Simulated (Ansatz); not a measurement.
Structure: COD 9011089, as refined from experiment and not relaxed.

Input and log of a run on Ga: DFT, PBE, all-electron LAPW, scalar-relativistic (Ansatz 0.2.0).

```yaml
crystal:
  lattice:
    - [1.383, -4.0265, 0.0]
    - [1.383, 4.0265, 0.0]
    - [-0.11745, 0.0, 3.32993]
  atoms:
    - { symbol: Ga, position: [0.869, 0.131, 0.25] }
    - { symbol: Ga, position: [0.131, 0.869, 0.75] }
kpoints:
  mp_grid: { grid: [14, 14, 11] }
  band_path:
    path:
      - [0.0, 0.0, 0.0]
      - [-0.5, 0.5, 0.0]
      - [-0.5, 0.5, 0.5]
      - [0.0, 0.0, 0.5]
      - [0.0, 0.0, 0.0]
      - [-0.5, 0.0, 0.5]
      - [0.0, 0.0, 0.0]
      - [-0.5, 0.0, 0.0]
    npoints: 8
scf:
  occupations: { method: fermi_dirac, width: 0.05 }
hamiltonian:
  xc: pbe
  pseudopotentials: { kind: all_electron, lapw: { basis_error: 0.0005 } }
output:
  forces: true
  stress: true
  eigenvalues: true
  populations: true
  dos: { projected: true, de: 0.2, e_range: [-14, 8] }
```

Output:

```
Ga: projections on atomic orbitals take those of the free atom 1s2 2s2 2p6 3s2 3p6 3d10 4s2 4p1, of charge +0.00 (hamiltonian.pseudopotentials.projection_atoms)
LAPW: plane waves up to 8.520 Å⁻¹, error target 5.0e-4 eV per atom; small_component_spin mean_spin; Ga in spheres of 1.344 Å, 21 of its electrons in bands, Dirac shells []
Engine: ansatz 0.2.0
Pseudopotentials: kind: all_electron
Pseudopotential: Ga, LAPW, valence charge 21, Koelling and Harmon's equation, gaussian nucleus
Functional definition: PBE
  parameter kappa = 0.804
  parameter beta = 0.06672455060314922
  exchange = pbe_x(kappa = kappa, mu = beta*pi^2/3)
  correlation = pbe_c(beta = beta)
Crystal: 2 atoms, lattice volume = 37.086 Å³
Basis set: ecut = 276.53801890964445 eV, 381 PW (Γ), FFT grids on a1+a2, a2, a3, exchange–correlation at level 2
Bands: 26, of which v1, the nominal top of the filled ones, is band 21 counted from 1 (20 counted from 0)
Symmetry: 4 space group operations
Space group: C2/c (ITA 15), of the structure as read, at distance tolerance 3.3e-5 Å
k-points: 582 of 2156
Non-local potential: Ga, projectors of the file, none
Initial density: superposition of atomic densities (chi_scale 0.1, normalization cell)
Initial wavefunctions: plane waves of lowest kinetic energy (no species holds an atomic orbital)
Functional: x = pbe(κ = 0.804, μ = 0.2195149727645171), c = pbe(β = 0.06672455060314922)
iter 1 solved again at ethr=8.27e-5 eV; its pass at ethr=1.00e-1 eV (dr2=3.47e-2 eV) is discarded
SCF iter   1: F=—  HF=-105799.716498 eV  |F-HF|=—  |Δ(HF+E_count)|=         —  Δρ=1.24e-2  dr2=3.48e-2  ethr=8.27e-5  ⟨swp⟩=3.0  Hψ=102058  notcnv=0
preconditioner: auto → Kerker (q_TF=auto, 2.785 Å⁻¹)  [metal: Δε(μ)=0.012 eV  Ē_g=17.649 eV  σ=0.050 eV  W_gap=0.06  n_scr=12 (ndim 8)  ℏωp=31.1 eV  f_vac=0.000  D(μ)=0.62/eV (n_scr^D=2)]
SCF iter   2: F=—  HF=-105799.661412 eV  |F-HF|=—  |Δ(HF+E_count)|=   5.51e-2  Δρ=7.39e-3  dr2=1.44e-2  ethr=8.27e-5  ⟨swp⟩=2.0  Hψ=45399  notcnv=0
SCF iter   3: F=—  HF=-105799.651404 eV  |F-HF|=—  |Δ(HF+E_count)|=   1.00e-2  Δρ=5.50e-3  dr2=8.28e-3  ethr=3.42e-5  ⟨swp⟩=2.0  Hψ=42594  notcnv=0
SCF iter   4: F=—  HF=-105799.650931 eV  |F-HF|=—  |Δ(HF+E_count)|=   4.73e-4  Δρ=3.06e-3  dr2=2.76e-3  ethr=1.97e-5  ⟨swp⟩=2.0  Hψ=42595  notcnv=0
iter 5 solved again at ethr=3.85e-7 eV; its pass at ethr=6.58e-6 eV (dr2=1.62e-4 eV) is discarded
SCF iter   5: F=—  HF=-105799.651223 eV  |F-HF|=—  |Δ(HF+E_count)|=   2.92e-4  Δρ=6.92e-4  dr2=1.62e-4  ethr=3.85e-7  ⟨swp⟩=2.0  Hψ=73551  notcnv=0
SCF iter   6: F=—  HF=-105799.651241 eV  |F-HF|=—  |Δ(HF+E_count)|=   1.85e-5  Δρ=8.98e-5  dr2=3.56e-6  ethr=3.85e-7  ⟨swp⟩=2.0  Hψ=42595  notcnv=0
SCF iter   7: F=—  HF=-105799.651242 eV  |F-HF|=—  |Δ(HF+E_count)|=   6.40e-7  Δρ=2.08e-5  dr2=2.96e-7  ethr=8.47e-9  ⟨swp⟩=2.5  Hψ=43015  notcnv=0
SCF iter   8: F=-105799.651242 eV  HF=-105799.651242 eV  |F-HF|=3.42e-9  |Δ(HF+E_count)|=   4.55e-8  Δρ=7.53e-6  dr2=2.70e-8  ethr=7.04e-10  ⟨swp⟩=3.0  Hψ=44087  notcnv=0
SCF 1 converged in 8 iterations: F = -105799.651242 eV  dr2 = 2.70e-8
NSCF: frozen V_eff on 57 k-points
SCF converged after 8 iterations
Free energy (F): -105799.651242 eV
Harris-Foulkes:  -105799.651242 eV  (|F-HF|=3.42e-9)
Internal energy: -105799.646094 eV  (E = F + TS)
E sigma→0 (E₀):  -105799.648668 eV
Entropy (-TS):   -0.005148 eV (-2.574 meV/atom)
Fermi energy:    11.998223 eV
--- Per-component energies (eV) ---
  E_band       = -1530.605476
  E_kinetic    = 107881.198669
  E_xc         = -4119.006896
  E_electrostatic = -209561.837868  (all electrons and nuclei)
  E_smearing   = -0.005148  (= −TS)
  E_closure    = 0.000000  (closes the sum)
  E_atoms      = -105793.889118  (free atoms, spherical and without spin; not in F)
  Σ components = -105799.651242   (vs F -105799.651242, Δ=0.00e0)
  Basis errors (estimates in eV, not in F): energy 1.6e-4 per atom: plane waves 1.5e-4 (7.9e-5 summed), levels above the bands 7.0e-62, relativity 6.7e-9, radial functions 1.6e-5, core shells 1.3e-10; eigenvalues (radial functions only) 3.3e-7; not estimated: angular momenta, meshes, grids; target (lapw.basis_error) 5.0e-4; muffin-tin radii Ga 1.344 Å
--- Forces (eV/Å), atoms counted from 1 ---
  atom   1  Ga     0.00000000     0.18726760     0.00000000
  atom   2  Ga     0.00000000    -0.18726760     0.00000000
  max |Σ_I F_I| component: 0.00e0 eV/Å
--- Stress (GPa, compression-positive) ---
        1.803002       0.000000      -0.023326
        0.000000       1.963964       0.000000
       -0.023326       0.000000       1.534224
  P = ⅓ Tr σ = 1.7671 GPa (17.671 kbar)
--- Band table (eV; the first three rows and the last of 582) ---
  k-point 0: bands = ["-131.7900", "-131.7892", "-82.5349", "-82.5303", "-82.5149", "-82.5141", "-82.5136", "-82.5074", "-3.1461", "-3.1367", "-3.1008", "-3.0778", "-2.8022", "-2.8019", "-2.7736", "-2.7695", "-2.7559", "-2.6191", "0.7611", "9.8968", "10.3677", "13.6209", "17.4162", "21.6821", "22.1843", "22.4067"]
  k-point 1: bands = ["-131.7900", "-131.7892", "-82.5349", "-82.5305", "-82.5147", "-82.5141", "-82.5136", "-82.5075", "-3.1532", "-3.1223", "-3.1005", "-3.0646", "-2.8212", "-2.8198", "-2.7589", "-2.7549", "-2.7534", "-2.6326", "0.8747", "10.0301", "10.1914", "12.8560", "18.6576", "21.2766", "21.4653", "21.7910"]
  k-point 2: bands = ["-131.7900", "-131.7893", "-82.5347", "-82.5308", "-82.5142", "-82.5140", "-82.5136", "-82.5080", "-3.1607", "-3.1007", "-3.0881", "-3.0326", "-2.8487", "-2.8463", "-2.7668", "-2.7317", "-2.7306", "-2.6693", "1.2164", "9.3218", "10.4264", "12.2070", "19.5286", "19.6007", "21.0877", "22.0653"]
  k-point 581: bands = ["-131.7896", "-131.7896", "-82.5335", "-82.5334", "-82.5139", "-82.5137", "-82.5108", "-82.5104", "-3.1101", "-3.0860", "-3.0188", "-3.0126", "-2.8249", "-2.8191", "-2.7922", "-2.7872", "-2.7763", "-2.7591", "5.6355", "5.9625", "7.6739", "8.0014", "22.3081", "23.3708", "23.7167", "23.7831"]
--- Löwdin populations: 2 sites ---
  site symbol       q [e]
     0     Ga     30.9867
     1     Ga     30.9867
  spilling = 0.000428 (of n_electrons = 62.000000)
```
